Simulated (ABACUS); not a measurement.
Runs of ABACUS 3.10.1 on Ta. It takes space group Im-3m (No. 229, cubic). The conventional cell has a = 3.303 Å, b = 3.303 Å, c = 3.303 Å, α = 90.00°, β = 90.00°, γ = 90.00°. Ta (site symmetry m-3m) is surrounded by 8 Ta at 2.86 Å. 

```csv
task,level,potentials or basis,cell,k mesh,symmetry key,threshold of the eigensolver,path,points for each segment of the path,max steps of the relaxation,gap on the mesh (eV),pressure (GPa),relaxed volume (Å³/atom)
single point,BLYP,"PseudoDojo NC SR 0.5 PBE standard, plane waves",as given,9 × 9 × 9,1,-,-,-,-,none,(a),-
single point,RPBE,"PseudoDojo NC SR 0.5 PBE standard, plane waves",as given,9 × 9 × 9,1,-,-,-,-,none,6.9,-
relaxation of cell and atoms,RPBE,"PseudoDojo NC SR 0.5 PBE standard, plane waves",relaxed,9 × 9 × 9,1,-,-,-,60,none,0.0,(b)
relaxation of cell and atoms,BP86,"PseudoDojo NC SR 0.4.1 PBE standard, plane waves",relaxed,9 × 9 × 9,1,-,-,-,60,none,0.0,18.26
single point,BP86,"PseudoDojo NC SR 0.4.1 PBE standard, plane waves",as given,9 × 9 × 9,1,-,-,-,-,none,2.4,-
```

Alike in all rows: no spin polarisation; cutoff (eV) 789; smearing fermi-dirac 0.05 eV.

Problem. Fill in the values left out.

Solution. (a) 8.2; (b) 18.70.

Caveats: the potentials were made for another functional, which shifts forces and pressure.

A k mesh can miss the band edges, and the runs leave out spin-orbit coupling on Ta.

A gap of «none» marks a metal or a gap under the smearing width.

Runs at the PBE level aren't shown here.
